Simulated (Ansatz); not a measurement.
A run of Ansatz 0.2.0:

Contents of input.yaml:

```yaml
crystal:
  lattice:
    - [1.21846369, -3.9763780104, 0.0]
    - [1.21846369, 3.9763780104, 0.0]
    - [0.0, 0.0, 2.4754955235]
  atoms:
    - { symbol: Cu, position: [0.86613335, 0.13386665, 0.75] }
    - { symbol: Cu, position: [0.13386665, 0.86613335, 0.25] }
kpoints:
  mp_grid: { grid: [11, 11, 11] }
  band_path:
    path:
      - [0.0, 0.0, 0.0]
      - [0.2734741495, 0.2734741495, 0.0]
      - [0.0, 0.5, 0.0]
      - [0.0, 0.5, 0.5]
      - [0.2734741495, 0.2734741495, 0.5]
      - [0.0, 0.0, 0.5]
      - [0.0, 0.0, 0.0]
      - [-0.5, 0.5, 0.0]
    npoints: 6
scf:
  occupations: { method: fermi_dirac, width: 0.05 }
hamiltonian:
  xc: pbesol
  pseudopotentials: { kind: all_electron, lapw: { basis_error: 0.001 } }
output:
  forces: true
  stress: true
  eigenvalues: true
```

Potentials or basis: all-electron LAPW, scalar-relativistic.

The run is started by

```sh
$ ansatz run input.yaml --threads 1 --pin off --max-ram 3072MiB --backend cpu --events-out ev --progress --plain --runs-dir out
```

Hardware: 1 thread of Intel(R) Xeon(R) Processor @ 2.50GHz (Skylake/Cascade Lake), on a shared host.

How long does it take, and how much memory?

Wall time 94 s on 1 thread of Intel(R) Xeon(R) Processor @ 2.50GHz (Skylake/Cascade Lake), on a shared host, peak memory 0.61 GiB. Counts: scf iterations 9, plane waves 323, k points 216, bands 23.
